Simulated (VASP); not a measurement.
# WC (P-6m2) in VASP: phonons with r2SCAN

Aim: the phonons of WC with r2SCAN.

All numbers are computed with VASP 6.6.1; they aren't measurements. Logs are shortened: lines on timing, memory, paths and dates and some standing lists are left out, and cuts for length are marked.

## Step 1: Starting point

It takes space group P-6m2 (No. 187, hexagonal). Conventional cell: a = 2.907 Å, b = 2.907 Å, c = 2.837 Å, α = 90.00°, β = 90.00°, γ = 120.00°. W (site symmetry -6m2) has 6 C at 2.20 Å as nearest neighbours. C (site symmetry -6m2) is surrounded by 6 W at 2.20 Å.

## Step 2: Phonons, r2SCAN

POSCAR reads:

```
WC
1.0
    2.9065000000      0.0000000000      0.0000000000
   -1.4532500000      2.5171028400      0.0000000000
    0.0000000000      0.0000000000      2.8366000000
W C
1 1
Direct
    0.0000000000      0.0000000000      0.0000000000
    0.6666666700      0.3333333300      0.5000000000
```

INCAR.step1 reads:

```
ALGO     = Normal         # electronic algorithm
EDIFF    = 1E-8           # SCF threshold, eV
EDIFFG   = -0.002         # ionic threshold
ENCUT    = 600            # plane-wave cutoff, eV
IBRION   = 2              # ionic algorithm
ISIF     = 3              # what is computed and relaxed
ISMEAR   = 0              # smearing method
LASPH    = True           # aspherical terms in the spheres
LCHARG   = False          # write CHGCAR
LMIXTAU  = True         
LREAL    = False          # projectors in reciprocal space
LWAVE    = False          # write WAVECAR
METAGGA  = R2SCAN         # meta-GGA
NELM     = 100            # most SCF steps
NSW      = 40             # ionic steps
PREC     = Accurate       # precision mode
SIGMA    = 0.1            # smearing width, eV
```

INCAR.step2 reads:

```
ALGO     = Normal         # electronic algorithm
EDIFF    = 1E-8           # SCF threshold, eV
ENCUT    = 600            # plane-wave cutoff, eV
IBRION   = 6              # ionic algorithm
ISIF     = 2              # what is computed and relaxed
ISMEAR   = 0              # smearing method
LASPH    = True           # aspherical terms in the spheres
LCHARG   = False          # write CHGCAR
LMIXTAU  = True         
LREAL    = False          # projectors in reciprocal space
LWAVE    = False          # write WAVECAR
METAGGA  = R2SCAN         # meta-GGA
NELM     = 100            # most SCF steps
NFREE    = 2            
NSW      = 1              # ionic steps
POTIM    = 0.015          # step
PREC     = Accurate       # precision mode
SIGMA    = 0.1            # smearing width, eV
```

KPOINTS reads:

```
k-points
0
Gamma
  13 13 10
```

Potentials or basis: VASP PAW PBE potentials, release 64 (W_sv, C).

Run with:

```bash
$ cat potpaw_PBE.64/W_sv/POTCAR potpaw_PBE.64/C/POTCAR > POTCAR
$ cp INCAR.step1 INCAR
$ mpirun -np 1 vasp_std > vasp.out
$ cp CONTCAR POSCAR
$ cp INCAR.step2 INCAR
$ mpirun -np 1 vasp_std > vasp.out
```

OUTCAR:

```text
EDIFF = 1E-8
   ENCUT = 600
   IBRION = 6
   ISIF = 2
   ISMEAR = 0
   LASPH = True
   LREAL = False
   METAGGA = R2SCAN
   NELM = 100
   NFREE = 2
   NSW = 1
   POTIM = 0.015
   PREC = Accurate

 ion  position               nearest neighbor table
   1  0.000  0.000  0.000-   2 2.20   2 2.20   2 2.20   2 2.20   2 2.20   2 2.20
   2  0.667  0.333  0.500-   1 2.20   1 2.20   1 2.20   1 2.20   1 2.20   1 2.20

  LATTYP: Found a hexagonal cell.
 ALAT       =     2.9166028209
 C/A-ratio  =     0.9737928897

  Lattice vectors:

 A1 = (   2.9166028209,   0.0000000000,   0.0000000000)
 A2 = (  -1.4583014105,   2.5258521396,   0.0000000000)
 A3 = (   0.0000000000,   0.0000000000,   2.8401670890)

Analysis of symmetry for initial positions (statically):
=====================================================================
 Subroutine PRICEL returns:
 Original cell was already a primitive cell.

 Routine SETGRP: Setting up the symmetry group for a
 hexagonal supercell.

 Subroutine GETGRP returns: Found 12 space group operations
 (whereof 12 operations were pure point group operations)
 out of a pool of 24 trial point group operations.

The static configuration has the point symmetry D_3h.

Analysis of symmetry for dynamics (positions and initial velocities):
=====================================================================
 Subroutine PRICEL returns:
 Original cell was already a primitive cell.

 Routine SETGRP: Setting up the symmetry group for a
 hexagonal supercell.

 Subroutine GETGRP returns: Found 12 space group operations
 (whereof 12 operations were pure point group operations)
 out of a pool of 24 trial point group operations.

The dynamic configuration has the point symmetry D_3h.

 Subroutine INISYM returns: Found 12 space group operations
 (whereof 12 operations are pure point group operations),
 and found     1 'primitive' translations

----------------------------------------------------------------------------------------

                                     Primitive cell

  volume of cell :      20.9232

  direct lattice vectors                    reciprocal lattice vectors
     2.916602821  0.000000000  0.000000000     0.342864648  0.197952997  0.000000000
    -1.458301410  2.525852140  0.000000000     0.000000000  0.395905993  0.000000000
     0.000000000  0.000000000  2.840167089     0.000000000  0.000000000  0.352091961

  length of vectors
     2.916602821  2.916602824  2.840167089     0.395905994  0.395905993  0.352091961

  position of ions in fractional coordinates (direct lattice)
     0.000000000  0.000000000  0.000000000
     0.666666670  0.333333330  0.500000000

  ion indices of the primitive-cell ions
   primitive index   ion index
                 1           1
                 2           2

----------------------------------------------------------------------------------------

 KPOINTS: k-points

Automatic generation of k-mesh.
 Grid dimensions read from file:
 generate k-points for:   13   13   10

 Generating k-lattice:

  Cartesian coordinates                     Fractional coordinates (reciprocal lattice)
     0.026374204  0.015227154  0.000000000     0.076923077  0.000000000  0.000000000
     0.000000000  0.030454307  0.000000000     0.000000000  0.076923077  0.000000000
     0.000000000  0.000000000  0.035209196     0.000000000  0.000000000  0.100000000

  Length of vectors
     0.030454307  0.030454307  0.035209196

  Shift w.r.t. Gamma in fractional coordinates (k-lattice)
     0.000000000  0.000000000  0.000000000

 Subroutine IBZKPT returns following result:
 ===========================================

 Found    126 irreducible k-points:

 Following reciprocal coordinates:
            Coordinates               Weight
  0.000000  0.000000  0.000000      1.000000
  0.076923  0.000000  0.000000      6.000000
  0.153846  0.000000  0.000000      6.000000
  0.230769  0.000000  0.000000      6.000000
  0.307692  0.000000  0.000000      6.000000
[... 36 lines left out ...]
   ENCUT  =  600.0 eV  44.10 Ry    6.64 a.u.   5.83  5.83  5.67*2*pi/ulx,y,z
   NELM   =    100;   NELMIN=  2; NELMDL=  0     # of ELM steps
   EDIFF  = 0.1E-07   stopping-criterion for ELM
   LREAL  =      F    real-space projection
   EDIFFG = 0.1E-06   stopping-criterion for IOM
   NSW    =     61    number of steps for IOM
   IBRION =      6    ionic relax: 0-MD 1-quasi-New 2-CG
   NFREE  =      2    steps in history (QN), initial steepest desc. (CG)
   ISIF   =      2    stress and relaxation
   ISYM   =      2    0-nonsym 1-usesym 2-fastsym
   POTIM  = 0.0150    time-step for ionic-motion
   TEBEG  =    0.0;   TEEND  =   0.0 temperature during run
   PSTRESS=    0.0 pullay stress
   NELECT =      18.0000    total number of electrons
   NUPDOWN=      -1.0000    fix difference up-down
   EMIN   =  10.00;   EMAX   =-10.00  energy-range for DOS
   EFERMI =   0.00;   METHOD = LEGACY
   ISMEAR =     0;   SIGMA  =   0.10  broadening in eV -4-tet -1-fermi 0-gaus
   EFERMI_NEDOS =   21; number of points for ismear=-14 and -15
   IALGO  =     38    algorithm
   IMIX   =      4    mixing-type and parameters
     AMIX     =   0.40;   BMIX     =  1.00
     AMIX_MAG =   1.60;   BMIX_MAG =  1.00
  volume/ion in A,a.u.               =      10.46        70.60
  Fermi-wavevector in a.u.,A,eV,Ry     =   1.557002  2.942308 32.984014  2.424257
  Thomas-Fermi vector in A             =   2.660716
   LORBIT       =      0    0 simple, 1 ext, 2 COOP (PROOUT), +10 PAW based schemes
   METAGGA = R2SCAN    functional components
   LHFCALC =     F    Hartree Fock is set to
   AEXX    =    0.0000 exact exchange contribution
   IVDW    =     0    specifies the selected vdW correction
   LEPSILON=     F    determine dielectric tensor
   LRPA    =     F    only Hartree local field effects (RPA)
 finite differences with symmetry
 non-spin polarized calculation
 Gauss-broadening in eV      SIGMA  =   0.10
  energy-cutoff  :      600.00
  volume of cell :       20.92
 maximum number of plane-waves:       714
 NGX is ok and might be reduce to    24
   NGX = 11   NGY = 11   NGZ = 11

--------------------------------------- Ionic step        1  -------------------------------------------

 number of electron      18.0000001 magnetization

 Free energy of the ion-electron system (eV)
  ---------------------------------------------------
  ext. energy  EPLUGINS =         0.00000000
  ---------------------------------------------------
  free energy    TOTEN  =       -61.61658941 eV

  energy without entropy =      -61.61537509  energy(sigma->0) =      -61.61598225

------------------------ aborting loop because EDIFF is reached ----------------------------------------

  FORCE on cell =-STRESS in cart. coord.  units (eV):
  Direction    XX          YY          ZZ          XY          YZ          ZX
  --------------------------------------------------------------------------------------
  -------------------------------------------------------------------------------------
  Total        0.0010088      0.0010088     -0.0012324      0.0000000      0.0000000     -0.0000000
  in kB        0.0772478      0.0772478     -0.0943714      0.0000000      0.0000000     -0.0000000
  external PRESSURE =       0.0200414 kB  Pullay stress =       0.0000000 kB
[... 275 lines left out ...]
--------------------------------------- Ionic step        9  -------------------------------------------

 number of electron      18.0000001 magnetization

 Free energy of the ion-electron system (eV)
  ---------------------------------------------------
  ext. energy  EPLUGINS =         0.00000000
  ---------------------------------------------------
  free energy    TOTEN  =       -61.61509849 eV

  energy without entropy =      -61.61390105  energy(sigma->0) =      -61.61449977

 E-fermi :  10.8687     XC(G=0): -14.9166

 val. band max:       10.8367065119   @ k =   0.4615   0.0769   0.5000
 cond. band min:      10.8949701724   @ k =   0.0769   0.0769   0.5000
 fundamental gap:      0.0582636604
 Fermi energy:        10.8687284514

 k-point     1 :       0.0000    0.0000    0.0000
  band No.  band energies     occupation
      1     -65.1205      2.00000
      2     -28.4219      2.00000
      3     -28.3263      2.00000
      4     -28.3263      2.00000
      5      -4.3303      2.00000
      6       6.4012      2.00000
      7       7.3818      2.00000
      8       7.3818      2.00000
      9      10.9731      0.14002
     10      14.2257      0.00000
     11      14.2257      0.00000
     12      16.7746      0.00000
     13      16.7746      0.00000
[... 354 lines left out ...]
  band No.  band energies     occupation
      1     -65.1029      2.00000
      2     -28.5092      2.00000
      3     -28.4713      2.00000
      4     -28.3620      2.00000
      5      -3.4955      2.00000
      6       6.2325      2.00000
      7       6.9292      2.00000
      8       8.0112      2.00000
      9       9.4351      2.00000
     10      13.2152      0.00000
     11      14.8592      0.00000
     12      16.5344      0.00000
     13      17.0254      0.00000

 [... further k-points ...]

------------------------ aborting loop because EDIFF is reached ----------------------------------------

  FORCE on cell =-STRESS in cart. coord.  units (eV):
  Direction    XX          YY          ZZ          XY          YZ          ZX
  --------------------------------------------------------------------------------------
  -------------------------------------------------------------------------------------
  Total        0.0059708      0.0059708      0.0086145      0.0000000      0.0000000      0.0000000
  in kB        0.4572095      0.4572095      0.6596449      0.0000000      0.0000000      0.0000000
  external PRESSURE =       0.5246880 kB  Pullay stress =       0.0000000 kB
[... 17 lines left out ...]
  FREE ENERGIE OF THE ION-ELECTRON SYSTEM (eV)
  ---------------------------------------------------
  free  energy   TOTEN  =       -61.6150984875 eV

  energy  without entropy=      -61.6139010493  energy(sigma->0) =      -61.61449977

 INTERNAL STRAIN TENSORS FROM DISPLACED ATOMS
 ============================================

 INTERNAL STRAIN TENSOR FOR ION    1 for displacements in x,y,z  (eV/Angst):
          X           Y           Z          XY          YZ          ZX
  --------------------------------------------------------------------------------
  x     0.00000     0.00000     0.00000     4.46466     0.00000     0.00000
  y     4.46466    -4.46466     0.00000     0.00000     0.00000     0.00000
  z     0.00000     0.00000     0.00000     0.00000     0.00000     0.00000

 INTERNAL STRAIN TENSOR FOR ION    2 for displacements in x,y,z  (eV/Angst):
          X           Y           Z          XY          YZ          ZX
  --------------------------------------------------------------------------------
  x     0.00000     0.00000     0.00000    -4.47113     0.00000     0.00000
  y    -4.47113     4.47113     0.00000     0.00000     0.00000     0.00000
  z     0.00000     0.00000     0.00000     0.00000     0.00000     0.00000

 Eigenvectors and eigenvalues of the dynamical matrix
 ----------------------------------------------------

   1 f  =   18.451506 THz   115.934230 2PiTHz  615.475984 cm-1    76.309262 meV
             X         Y         Z           dx          dy          dz
      0.000000  0.000000  0.000000     0.000000    0.247748    0.000000
      1.458301  0.841951  1.420084     0.000000   -0.968825    0.000000
[... 21 lines left out ...]
   6 f/i=    0.002110 THz     0.013259 2PiTHz    0.070392 cm-1     0.008727 meV
             X         Y         Z           dx          dy          dz
      0.000000  0.000000  0.000000     0.968825   -0.000000    0.000000
      1.458301  0.841951  1.420084     0.247748    0.000000    0.000000

 ELASTIC MODULI CONTR FROM IONIC RELAXATION (kBar)
 Direction    XX          YY          ZZ          XY          YZ          ZX
 --------------------------------------------------------------------------------
 XX         -97.2857     97.2857      0.0000      0.0000      0.0000      0.0000
 YY          97.2857    -97.2857      0.0000     -0.0000      0.0000      0.0000
 ZZ           0.0000      0.0000      0.0000      0.0000      0.0000      0.0000
 XY           0.0000     -0.0000      0.0000    -97.2857      0.0000      0.0000
 YZ           0.0000      0.0000      0.0000      0.0000      0.0000      0.0000
 ZX           0.0000      0.0000      0.0000      0.0000      0.0000      0.0000
 --------------------------------------------------------------------------------
```

It took 18 min on 1 thread of Intel Xeon 6975P-C (Granite Rapids), shared host; peak memory 0.4 GiB.

What came out:

| Quantity | Value |
| --- | --- |
| Relaxed volume | 10.46 Å³/atom |
| Relaxed cell | a = 2.917 Å, b = 2.917 Å, c = 2.840 Å, α = 90.00°, β = 90.00°, γ = 120.00° |
| Space group after relaxing (to 0.05 Å) | P-6m2 (No. 187) |
| Highest phonon frequency at Γ, LO-TO splitting left out | 615 cm⁻¹ |

Step by step:
```csv
step,energy change (eV),largest force (eV/Å),pressure (GPa),volume (Å³)
1,0.0000,0.0000,3.29,20.75
2,0.0112,0.0000,-8.61,21.40
3,-0.0018,0.0000,-0.10,20.93
4,-0.0018,0.0000,-0.03,20.92
5,-0.0018,0.0000,0.13,20.92
6,-0.0019,0.0000,0.04,20.92
7,-0.0019,0.0000,0.04,20.92
8,-0.0019,0.0000,-0.08,20.93
9,-0.0019,0.0000,0.00,20.92
```

Final structure:
```
W C
1.0
     2.91660    0.00000    0.00000
    -1.45830    2.52585    0.00000
     0.00000    0.00000    2.84017
W C
1 1
Direct
  0.00000 0.00000 0.00000
  0.66667 0.33333 0.50000
```

Phonon frequencies in cm⁻¹ (negative: imaginary):
```tsv
q point	frequencies
(0.000, 0.000, 0.000)	0 0 0 566 615 615
```

Caveat: the PAW data sets were made with another functional, which shifts forces and pressure a little.
